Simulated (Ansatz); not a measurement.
# TiO2 (rutile type): the cost of one run

Method: DFT PBE, with the methods named in each step, in Ansatz 0.2.0.

## Step 1: The system as given

The structure is tetragonal, space group P4_2/mnm (No. 136). Conventional cell: a = 4.496 Å, b = 4.496 Å, c = 2.968 Å, α = 90.00°, β = 90.00°, γ = 90.00°. Around Ti (site symmetry mmm) lie 6 O at 1.93 to 1.94 Å. O (site symmetry m2m) has 3 Ti at 1.93 to 1.94 Å in its first shell of neighbours.

Coordinates:

```xyz
6
Lattice="4.4964 0.0000 0.0000 0.0000 4.4964 0.0000 0.0000 0.0000 2.9677" Properties=species:S:1:pos:R:3 pbc="T T T"
Ti    0.0000    0.0000    0.0000
Ti    2.2482    2.2482    1.4838
O     1.3714    1.3714    0.0000
O     3.1250    3.1250    0.0000
O     3.6196    0.8768    1.4838
O     0.8768    3.6196    1.4838
```

Atoms are numbered in the order of the input: Ti1, Ti2, O3, O4, O5, O6.

## Step 2: Cell relaxed at zero pressure, PAW

Contents of input.yaml:

```yaml
crystal:
  lattice:
    - [4.4964431302, 0.0, 0.0]
    - [0.0, 4.4964431302, 0.0]
    - [0.0, 0.0, 2.967652466]
  atoms:
    - { symbol: Ti, position: [0.0, 0.0, 0.0] }
    - { symbol: Ti, position: [0.5, 0.5, 0.5] }
    - { symbol: O, position: [0.305, 0.305, 0.0] }
    - { symbol: O, position: [0.695, 0.695, 0.0] }
    - { symbol: O, position: [0.805, 0.195, 0.5] }
    - { symbol: O, position: [0.195, 0.805, 0.5] }
kpoints:
  mp_grid: { grid: [7, 7, 11] }
scf:
  occupations: { method: fermi_dirac, width: 0.08 }
hamiltonian:
  xc: pbe
  pseudopotentials: { kind: paw }
output:
  forces: true
  stress: true
  write_density: true
  write_potential: true
  elf: true
  volumetric_format: npy
relax:
  f_tol: 0.005
  max_steps: 40
  cell: {}
```

On the command line:

```console
$ ansatz run input.yaml --threads 2 --pin off --max-ram 5120MiB --backend cpu --events-out ev --progress --plain --runs-dir out
```

Q: Estimate wall time and peak memory on 2 threads of AMD EPYC (Zen 3), shared host.

About 57 s, with a peak of 0.45 GiB.
